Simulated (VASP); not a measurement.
A run of VASP 6.6.1:

POSCAR

```
KF
1.0
    0.0000000000      2.9354014290      2.9354014290
    2.9354014290      0.0000000000      2.9354014290
    2.9354014290      2.9354014290      0.0000000000
K F
1 1
Direct
    0.0000000000      0.0000000000      0.0000000000
    0.2500000000      0.2500000000      0.2500000000
```

The input INCAR.step1:

```
  PREC = Accurate
  ENCUT = 520
  EDIFF = 1E-5
  ISMEAR = 0
  SIGMA = 0.01
  LREAL = False
  LASPH = True
  NELM = 100
  ALGO = Normal
  ISIF = 2
  LWAVE = True
  NBANDS = 15
  GGA = PE
```

INCAR.step2

```
  PREC = Accurate
  ENCUT = 520
  EDIFF = 1E-6
  ISMEAR = 0
  SIGMA = 0.01
  LREAL = False
  LASPH = True
  NELM = 100
  ALGO = Normal
  ISIF = 2
  LWAVE = False
  LCHARG = True
  GGA = PE
  LHFCALC = True
  HFSCREEN = 0.2079
  PRECFOCK = Normal
  LELF = True
  LVHAR = True
  NBANDS = 15
  ISTART = 1
```

KPOINTS

```
regular mesh
0
Gamma
  4 4 4
```

Potentials or basis: VASP PAW PBE potentials, release 64 (K_sv, F).

Launch:

```console
$ cat potpaw_PBE.64/K_sv/POTCAR potpaw_PBE.64/F/POTCAR > POTCAR
$ cp INCAR.step1 INCAR
$ mpirun -np 1 vasp_std > vasp.out
$ cp INCAR.step2 INCAR
$ mpirun -np 1 vasp_std > vasp.out
```

Hardware: 1 thread of AMD EPYC 9R45 (Zen 5), with other jobs on the host.

Question: How long does it take, and how much memory?

Answer: Wall time 3.5 min on 1 thread of AMD EPYC 9R45 (Zen 5) (shared host), peak memory 0.25 GiB. Counts: scf iterations 10, k points 8.
